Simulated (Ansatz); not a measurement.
# Cu (diamond type): how the settings move a single-point run

Question: which choices in the input matter for Cu (diamond type)?

Computed with Ansatz 0.2.0 (reference: DFT, PBE, all-electron PAW with datasets made for the crystal, scalar-relativistic, unless a step's input says otherwise).

1 further run of the same task is left out (it didn't finish).

## (1) Starting point

It takes space group Fd-3m (No. 227, cubic). The conventional cell has a = 4.970 Å, b = 4.970 Å, c = 4.970 Å, α = 90.00°, β = 90.00°, γ = 90.00°. Around Cu (site symmetry -43m) lie 4 Cu at 2.15 Å.

Structure file:

```cif
data_structure
_symmetry_space_group_name_H-M 'P 1'
_symmetry_Int_Tables_number 1
_cell_length_a 3.5141
_cell_length_b 3.5141
_cell_length_c 3.5141
_cell_angle_alpha 60.000
_cell_angle_beta 60.000
_cell_angle_gamma 60.000
_cell_volume 30.69
loop_
_atom_site_label
_atom_site_type_symbol
_atom_site_fract_x
_atom_site_fract_y
_atom_site_fract_z
_atom_site_occupancy
Cu1 Cu 0.87500 0.87500 0.87500 1
Cu2 Cu 0.12500 0.12500 0.12500 1
```

## (2) Baseline

Input file input.yaml:

```yaml
crystal:
  lattice:
    - [0.0, 2.484867789, 2.484867789]
    - [2.484867789, 0.0, 2.484867789]
    - [2.484867789, 2.484867789, 0.0]
  atoms:
    - { symbol: Cu, position: [-0.125, -0.125, -0.125] }
    - { symbol: Cu, position: [0.125, 0.125, 0.125] }
kpoints:
  mp_grid: { grid: [13, 13, 13] }
scf:
  occupations: { method: fermi_dirac, width: 0.08 }
hamiltonian:
  xc: pbe
  pseudopotentials: { kind: all_electron, datasets: crystal }
output:
  forces: true
  stress: true
  eigenvalues: true
```

Started as:

```
ansatz run input.yaml --threads 1 --pin off --max-ram 2048MiB --backend cpu --events-out ev --progress --plain --runs-dir out
```

## (3) Changed: occupations.method tetrahedron_uncorrected, preconditioner kerker_dos, width left out

Edit input.yaml of step 2 so:

```diff
@@ -11,3 +11,4 @@
 scf:
-  occupations: { method: fermi_dirac, width: 0.08 }
+  occupations: { method: tetrahedron_uncorrected }
+  mixing: { preconditioner: kerker_dos }
 hamiltonian:
```

**Question.** What will these runs give? Wanted: for each run, ending; energy change; pressure; gap; force.

**Answer**, as computed:

| run | ending | energy change | pressure (GPa) | gap (eV) | force (eV/Å) | cycles | time |
| --- | --- | --- | --- | --- | --- | --- | --- |
| reference | converged | 0 | 21.2 | 0.00 | 0.00 | 10 | 9.9 s |
| 1: occupations.method tetrahedron_uncorrected, preconditioner kerker_dos, width left out | converged | +15.7 meV/atom (σ→0) | 21.3 | 0.00 | 0.00 | 10 | 10 s |

Residual by cycle in the longest SCF loop of each run; runs are numbered as in the table. The quantity is the density residual dr2, in eV.

```
cycle  reference    run 1
    1       6.66     6.74
    2      0.669    0.679
    3      0.264    0.266
    4    0.00492  0.00493
    5    0.00238  0.00239
    6     1.0e-4   1.2e-4
    7     1.7e-5   1.9e-5
    8     5.3e-6   5.9e-6
    9     7.4e-7   4.3e-7
   10     3.6e-9   5.9e-9
```

What this shows: Changing the smearing and mixing moves the energy by +15.7 meV/atom (σ→0 values). The structure is not at rest: the sound run finds 21 GPa, so these are no properties of the relaxed crystal. 
